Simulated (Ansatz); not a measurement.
Te2Mo: relaxation of cell and atoms

Computed with DFT, PBE, PAW with Ansatz's default frozen-core files, scalar-relativistic (Ansatz 0.2.0).

Command: `ansatz run input.yaml --threads 1 --pin off --max-ram 3072MiB --backend cpu --events-out ev --progress --plain --runs-dir out` The run took 18 s on 1 thread of Intel(R) Xeon(R) 6975P-C (Granite Rapids), on a shared host.

```yaml
crystal:
  lattice:
    - [0.0, 3.2173620896, 3.2173620896]
    - [3.2173620896, 0.0, 3.2173620896]
    - [3.2173620896, 3.2173620896, 0.0]
  atoms:
    - { symbol: Mo, position: [0.0, 0.0, 0.0] }
    - { symbol: Te, position: [0.25, 0.25, 0.25] }
    - { symbol: Te, position: [0.75, 0.75, 0.75] }
kpoints:
  mp_grid: { grid: [11, 11, 11] }
scf:
  occupations: { method: fermi_dirac, width: 0.05 }
hamiltonian:
  xc: pbe
  pseudopotentials: { kind: paw }
output:
  forces: true
  stress: true
relax:
  f_tol: 0.005
  max_steps: 80
  cell: {}
```

No spin–orbit coupling, which matters for the heavy atoms here.

The cell is built from the fluorite type as a first guess.

The cutoff is 420 eV; energies and pressures of the walk include the program's estimate of the Pulay term.

Each frame lists the cell vectors (Å), then Cartesian positions (Å); symmetry keeps all forces zero. Free energies count from the first step, -18914.9563 eV.

The walk took 6 evaluations in all; steps that aren't listed are left out.

Step 1: E = 0.0 meV, P = 11.59 GPa

```
cell 0.0000 3.2174 3.2174 3.2174 0.0000 3.2174 3.2174 3.2174 0.0000
Mo    0.0000    0.0000    0.0000
Te    1.6087    1.6087    1.6087
Te    4.8260    4.8260    4.8260
```

Step 2: E = -198.0 meV, P = -3.41 GPa

```
cell 0.0000 3.3742 3.3742 3.3742 0.0000 3.3742 3.3742 3.3742 0.0000
Mo    0.0000    0.0000    0.0000
Te    1.6871    1.6871    1.6871
Te    5.0613    5.0613    5.0613
```

Step 3:

```
cell 0.0000 3.3359 3.3359 3.3359 0.0000 3.3359 3.3359 3.3359 0.0000
Mo    0.0000    0.0000    0.0000
Te    1.6679    1.6679    1.6679
Te    5.0038    5.0038    5.0038
```

Give the energy, pressure of step 3.

E = -231.9 meV, P = -0.63 GPa
```
Mo    0.0000    0.0000    0.0000
Te    1.6679    1.6679    1.6679
Te    5.0038    5.0038    5.0038
```

How does the relaxation end?

It converges, with a = 6.656 Å, b = 6.656 Å, c = 6.656 Å, α = 90.00°, β = 90.00°, γ = 90.00° (conventional cell, space group Fm-3m). The last solve (on a basis chosen afresh for the final cell, so its energy is not quite comparable) gives E = -234.5 meV, P = -0.01 GPa:
```
cell 0.0000 3.3281 3.3281 3.3281 0.0000 3.3281 3.3281 3.3281 0.0000
Mo    0.0000    0.0000    0.0000
Te    1.6640    1.6640    1.6640
Te    4.9921    4.9921    4.9921
```
